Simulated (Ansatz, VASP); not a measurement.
Two plane-wave programs on Te2Mo

Contents of INCAR:

```
SYSTEM = Te2Mo
ALGO = Fast ; EDIFF = 1E-6
EDIFFG = -0.02 ; ENCUT = 600
GGA = PS ; IBRION = 2
ISIF = 3 ; ISMEAR = -1
IVDW = 12 ; LASPH = .TRUE.
LCHARG = .FALSE. ; LREAL = .FALSE.
LWAVE = .FALSE. ; NELM = 100
NSW = 40 ; PREC = Accurate
SIGMA = 0.05
```

Contents of KPOINTS:

```
k-points
0
G
  9 9 2
  0 0 0
```

File POSCAR:

```
Te2Mo
1.0
    3.5182000000      0.0000000000      0.0000000000
   -1.7591000000      3.0468505756      0.0000000000
    0.0000000000      0.0000000000     13.9736000000
Te Mo
4 2
Direct
    0.6666666667      0.3333333333      0.3790000000
    0.3333333333      0.6666666667      0.8790000000
    0.6666666667      0.3333333333      0.1210000000
    0.3333333333      0.6666666667      0.6210000000
    0.6666666667      0.3333333333      0.7500000000
    0.3333333333      0.6666666667      0.2500000000
```

input.yaml

```yaml
crystal:
  lattice:
    - [3.5182, 0.0, 0.0]
    - [-1.7591, 3.0468505756, 0.0]
    - [0.0, 0.0, 13.9736]
  atoms:
    - { symbol: Te, position: [0.6666666667, 0.3333333333, 0.379] }
    - { symbol: Te, position: [0.3333333333, 0.6666666667, 0.879] }
    - { symbol: Te, position: [0.6666666667, 0.3333333333, 0.121] }
    - { symbol: Te, position: [0.3333333333, 0.6666666667, 0.621] }
    - { symbol: Mo, position: [0.6666666667, 0.3333333333, 0.75] }
    - { symbol: Mo, position: [0.3333333333, 0.6666666667, 0.25] }
hamiltonian:
  xc: pbesol
  pseudopotentials: { kind: paw }
  dispersion: d3bj
kpoints:
  mp_grid: { grid: [9, 9, 2] }
scf:
  occupations: { method: fermi_dirac, width: 0.05 }
output:
  forces: true
  stress: true
relax:
  f_tol: 0.01
  max_steps: 40
  cell: { stress_tol: 0.05 }
```

Alike in both runs: task relaxation of cell and atoms; functional PBEsol; dispersion D3(BJ); k mesh 9 × 9 × 2; occupations fermi-dirac, width 0.05 eV; no spin polarisation.

|  | VASP | Ansatz |
| --- | --- | --- |
| version | VASP 6.6.1 | Ansatz 0.2.0 |
| potentials or method | VASP PAW PBE potentials, release 64 (Te, Mo_sv) | Ansatz PAW |
| plane-wave cutoff (eV) | 600 | 420 |
| valence electrons in the cell | 52 | 92 |

|  | VASP | Ansatz | Ansatz less VASP |
| --- | --- | --- | --- |
| relaxed volume (Å³/atom) | 22.71 | 22.70 | -0.013 |
| relaxed cell length with the largest relative difference (Å) | 3.436 | 3.434 | -0.0016 |
| energy change over the relaxation (meV/atom) | -33 | -33 | 0.0 |

The two sets of potentials don't hold the same shells in valence.

Caveats: the PAW data sets were made with another functional, which shifts forces and pressure a little (VASP); spin-orbit coupling is left out, which moves the levels of the heavy elements (VASP); an odd mesh through Γ misses points on the zone boundary, where band edges often lie (VASP); the plane-wave basis is chosen anew once the cell has moved, so the energies of steps on either side of that aren't comparable (Ansatz); the PAW data sets come from PBE, with cores solved anew for the run's functional, which leaves a small shift of forces and pressure (Ansatz). PBEsol gaps usually lie below the measured ones, often by a third to a half.
